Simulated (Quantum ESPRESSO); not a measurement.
BAs: equation of state with PBE

**Experimental background.**

From “Basic Physical Properties of Cubic Boron Arsenide”, 2019, arxiv:1911.11281, for a bulk crystal of BAs: bulk modulus 148 GPa.

BAs:

```xyz
2
Lattice="0.0000 2.3885 2.3885 2.3885 0.0000 2.3885 2.3885 2.3885 0.0000" Properties=species:S:1:pos:R:3 pbc="T T T"
As    3.5827    3.5827    3.5827
B     0.0000    0.0000    0.0000
```

```yaml
Program: Quantum ESPRESSO 7.5
Task: equation of state
Functional: PBE
Potentials_or_basis: SSSP 1.3 efficiency PBE
Cutoff: 748 eV
Density_cutoff: 5987 eV
k_mesh: 10 × 10 × 10
Occupations: fermi-dirac, width 0.05 eV
Spin: no spin polarisation
```

```yaml
Equilibrium_volume: 13.97 Å³/atom
Bulk_modulus: 132 GPa
Pressure_derivative_of_the_bulk_modulus: 4.1
```

Energy against volume, from the lowest point:
| volume (Å³/atom) | energy (meV/atom) |
| --- | --- |
| 12.809 | 46.15 |
| 13.081 | 26.05 |
| 13.354 | 12.04 |
| 13.626 | 3.53 |
| 13.899 | 0.00 |
| 14.171 | 0.97 |
| 14.444 | 6.01 |

All runs of the series together: 40 s on 1 thread of Intel(R) Xeon(R) 6975P-C (Granite Rapids), with other jobs on the host.

A measured bulk modulus of BAs is 148 GPa (quoted in “Basic Physical Properties of Cubic Boron Arsenide”, 2019, arxiv:1911.11281); the calculated 132 GPa misses it by -10.8 %. The fit is for a static lattice scaled at fixed shape and fixed fractional positions.

PBE usually gives volumes a little too large and moduli too small.
